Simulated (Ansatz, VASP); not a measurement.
This is a calculation of Pt for Ansatz 0.2.0.

The input input.yaml:

```yaml
crystal:
  lattice:
    - [0.0, 1.9609, 1.9609]
    - [1.9609, 0.0, 1.9609]
    - [1.9609, 1.9609, 0.0]
  atoms:
    - { symbol: Pt, position: [0.0, 0.0, 0.0] }
hamiltonian:
  xc: pbe
  pseudopotentials: { kind: paw }
kpoints:
  mp_grid: { grid: [12, 12, 12] }
scf:
  occupations: { method: gaussian, width: 0.027 }
output:
  forces: true
  stress: true
  eigenvalues: true
```

Potentials or basis: Ansatz PAW.

Launch:

```console
$ ansatz run input.yaml --threads 2 --pin off --max-ram 5632MiB --backend cpu --events-out ev --progress --plain --runs-dir out
```

**Question.** Translate it to VASP 6.6.1. Potentials there: VASP PAW PBE potentials, release 64 (Pt).

**Answer.** As run (the cutoff follows the program's own potentials):

INCAR

```
PREC     = Accurate       # precision mode
ENCUT    = 520            # plane-wave cutoff, eV
EDIFF    = 1E-6           # SCF threshold, eV
ISMEAR   = 0              # smearing method
SIGMA    = 0.027000000000000003 # smearing width, eV
LREAL    = False          # projectors in reciprocal space
LASPH    = True           # aspherical terms in the spheres
NELM     = 80             # most SCF steps
ALGO     = Normal         # electronic algorithm
ISIF     = 2              # what is computed and relaxed
LWAVE    = False          # write WAVECAR
LCHARG   = False          # write CHGCAR
GGA      = PE             # functional
NBANDS   = 11             # bands
```

File KPOINTS:

```
Automatic mesh
0
Gamma
  12 12 12
```

Contents of POSCAR:

```
Pt
1.0
    0.0000000000      1.9609000000      1.9609000000
    1.9609000000      0.0000000000      1.9609000000
    1.9609000000      1.9609000000      0.0000000000
Pt
1
Direct
    0.0000000000      0.0000000000      0.0000000000
```

Potentials or basis: VASP PAW PBE potentials, release 64 (Pt).

Run with:

```sh
$ cat potpaw_PBE.64/Pt/POTCAR > POTCAR
$ mpirun -np 1 vasp_std > vasp.out
```

Both were run:

|  | VASP | Ansatz | Ansatz less VASP |
| --- | --- | --- | --- |
| gap on the k mesh at the Fermi level (eV) | none | none | - |
| pressure (GPa) | 9.7 | 10.2 | +0.52 |

A gap of «none» marks a metal or a gap that the smearing closes. The two sets of potentials don't hold the same shells in valence.

The runs have no spin-orbit coupling, so splittings on Pt are missing.
